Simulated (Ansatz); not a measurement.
# InSe: the cost of one run

Program: Ansatz 0.2.0. Level of theory: DFT PBE+D3(BJ), scalar-relativistic, plane waves, PAW. These are calculated values, not measurements.

A COD entry behind a cell of this session may itself be a prediction, so a difference from it is no test against experiment.

5 further runs of the same task are left out: 5 set aside as unsound or not needed.

### 1 The system as given

The structure is hexagonal, space group P-6m2 (No. 187). The conventional cell has a = 4.027 Å, b = 4.027 Å, c = 28.271 Å, α = 90.00°, β = 90.00°, γ = 120.00°. Se (site symmetry 3m) is surrounded by 3 In at 2.66 Å. In (site symmetry 3m) is surrounded by 3 Se at 2.66 Å and 1 In at 2.79 Å.

Coordinates:

```
Se In
1.0
     4.02661    0.00000    0.00000
    -2.01331    3.48715    0.00000
     0.00000    0.00000   28.27071
Se In
4 4
Direct
  0.00000 0.00000 0.15918
  0.00000 0.00000 0.34967
  0.00000 0.00000 0.48090
  0.00000 0.00000 0.67139
  0.66667 0.33333 0.20500
  0.66667 0.33333 0.30385
  0.66667 0.33333 0.52672
  0.66667 0.33333 0.62557
```

This is the geometry of the first run shown, built on a cell relaxed beforehand with the same method.

### 2 Plan of the line

Atoms count from 1 in the order of the input.

The upper layer of a bilayer is slid over the lower one; relaxed at each slide: nothing; the origin of the map has Se5 above Se4; the distance between the facing planes is held at 3.71 Å.

First coordinate, slide of the upper layer along the first cell vector, from Se5 above Se4: 9 values from 0.000 to 0.889, periodic. Second coordinate, slide of the upper layer along the second cell vector, from Se5 above Se4: 9 values from 0.000 to 0.889, periodic.

Nothing else is relaxed. Points are written as (first, second).

The two vectors of the plane (Å): (4.027, 0.000, 0.000); (-2.013, 3.487, 0.000).

### 3 Grid point (0/9, 0/9) of the map's two axes

A dipole layer in the vacuum cancels the field that periodic copies would set up if the slab's two faces differ.

input.yaml

```yaml
crystal:
  lattice:
    - [4.026610364, 0.0, 0.0]
    - [-2.013305182, 3.4871468663, 0.0]
    - [0.0, 0.0, 28.2707108021]
  atoms:
    - { symbol: Se, position: [0.0, 0.0, 0.1591753399] }
    - { symbol: In, position: [0.6666666667, 0.3333333333, 0.2049979895] }
    - { symbol: In, position: [0.6666666667, 0.3333333333, 0.3038451603] }
    - { symbol: Se, position: [0.0, 0.0, 0.3496677346] }
    - { symbol: Se, position: [0.0, 0.0, 0.4808989592] }
    - { symbol: In, position: [0.6666666667, 0.3333333333, 0.5267216088] }
    - { symbol: In, position: [0.6666666667, 0.3333333333, 0.6255687796] }
    - { symbol: Se, position: [0.0, 0.0, 0.6713913539] }
basis:
  ecutwfc: 420
kpoints:
  mp_grid: { grid: [9, 9, 1] }
hamiltonian:
  xc: pbe
  pseudopotentials: { kind: paw, azcp: { folder: soft_1 } }
  dispersion: d3bj
scf:
  occupations: { method: gaussian, width: 0.05 }
output:
  forces: true
  eigenvalues: true
efield:
  axis: 3
  dipole_correction: true
  ramp_width: 0.04
```

Run with:

```sh
$ ansatz run input.yaml --threads 1 --pin off --max-ram 3072MiB --backend cpu --events-out ev --progress --plain --runs-dir out
```

Q: Estimate wall time and peak memory on 1 thread of Arm Neoverse V2, shared host.

About 40 s, with a peak of 0.63 GiB.
